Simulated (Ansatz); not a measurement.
Runs of Ansatz 0.2.0 on CdSe. Symmetry: F-43m, No. 216, cubic system. Conventional cell: a = 6.141 Å, b = 6.141 Å, c = 6.141 Å, α = 90.00°, β = 90.00°, γ = 90.00°. Cd (site symmetry -43m) has 4 Se at 2.66 Å as nearest neighbours. Se (site symmetry -43m) is surrounded by 4 Cd at 2.66 Å. Measurements of this composition are mostly on another form, of space group No. 186.

| task | level | cell | k mesh | cutoff (eV) | smearing | basis error allowed | mesh quality | gap on the mesh (eV) | pressure (GPa) | relaxed volume (Å³/atom) |
| --- | --- | --- | --- | --- | --- | --- | --- | --- | --- | --- |
| single point | PBE | as given | 4 × 4 × 4 | 225 | fermi-dirac 0.06 eV | 0.004 eV/atom | coarse | 0.54 | 1.5 | - |
| band structure | RPBE | as given | 8 × 8 × 8 | 266 | fermi-dirac 0.05 eV | 0.001 eV/atom | not flagged | 0.73 | 3.2 | - |
| relaxation of cell and atoms | PBEsol+D4 | relaxed | 8 × 8 × 8 | - | fermi-dirac 0.05 eV | 0.001 eV/atom | not flagged | 0.52 | 0.0 | (a) |
| relaxation of cell and atoms | PBEsol | relaxed | 8 × 8 × 8 | - | fermi-dirac 0.05 eV | 0.001 eV/atom | not flagged | 0.48 | 0.0 | 28.14 |
| relaxation of cell and atoms | PBEsol+D3(BJ) | relaxed | 8 × 8 × 8 | - | fermi-dirac 0.05 eV | 0.001 eV/atom | not flagged | 0.54 | 0.0 | 27.25 |
| relaxation of cell and atoms | RPBE+D3(BJ) | relaxed | 8 × 8 × 8 | - | fermi-dirac 0.05 eV | 0.001 eV/atom | not flagged | (b) | 0.0 | 26.26 |
| band structure | BLYP | as given | 8 × 8 × 8 | 266 | fermi-dirac 0.05 eV | 0.001 eV/atom | not flagged | 0.47 | 4.0 | - |

Alike in all rows: potentials or basis all-electron LAPW, scalar-relativistic; no spin polarisation.

Task: Fill in the values left out.

Result: (a) 27.58; (b) 0.93.

Caveats: some runs use coarse meshes.

A k mesh can miss the band edges, and the runs leave out spin-orbit coupling on Cd, Se.

Not every run made on this cell is shown here.
